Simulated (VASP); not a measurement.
Set up this calculation in VASP 6.6.1, as the native input.

* Task: relaxation of the atoms
* Functional: PBE
* Potentials or basis: VASP PAW PBE potentials, release 64 (Si, C)
* Cutoff: 520 eV
* k mesh: 10 × 10 × 10
* Occupations: gaussian, width 0.05 eV
* Spin: no spin polarisation
* Further INCAR settings: ALGO = Normal; EDIFF = 1e-06; IBRION = 2; EDIFFG = -0.01; NSW = 40

The structure of SiC (Moissanite 3C) lies in POSCAR:

```
SiC
1.0
    0.0000000000      2.1495504440      2.1495504440
    2.1495504440      0.0000000000      2.1495504440
    2.1495504440      2.1495504440      0.0000000000
Si C
1 1
Selective dynamics
Direct
    0.0000000000      0.0000000000      0.0000000000  F F F
    0.7500000000      0.7500000000      0.7500000000  T T T
```

The cell isn't the ideal one: volume scaled by 0.96.

The input as run:

INCAR

```
PREC     = Accurate       # precision mode
ENCUT    = 520            # plane-wave cutoff, eV
EDIFF    = 1E-6           # SCF threshold, eV
ISMEAR   = 0              # smearing method
SIGMA    = 0.05           # smearing width, eV
LREAL    = False          # projectors in reciprocal space
LASPH    = True           # aspherical terms in the spheres
NELM     = 80             # most SCF steps
ALGO     = Normal         # electronic algorithm
ISIF     = 2              # what is computed and relaxed
LWAVE    = False          # write WAVECAR
LCHARG   = False          # write CHGCAR
GGA      = PE             # functional
IBRION   = 2              # ionic algorithm
NSW      = 40             # ionic steps
EDIFFG   = -0.01          # ionic threshold
```

KPOINTS

```
Automatic mesh
0
Gamma
  10 10 10
```

Potentials or basis: VASP PAW PBE potentials, release 64 (Si, C).

The run is started by

```bash
$ cat potpaw_PBE.64/Si/POTCAR potpaw_PBE.64/C/POTCAR > POTCAR
$ mpirun -np 1 vasp_std > vasp.out
```

It gave:

```json
{"Pressure after relaxing": "13.1 GPa", "Band gap on the k mesh": "1.32 eV, indirect (least direct gap 4.58 eV)"}
```

Caveat: the relaxation stopped at its first step, so nothing moved.

Wall time 15 s on 1 thread of AMD EPYC 7R43 64-Core Processor (Zen 3) (shared host), peak memory 0.1 GiB.
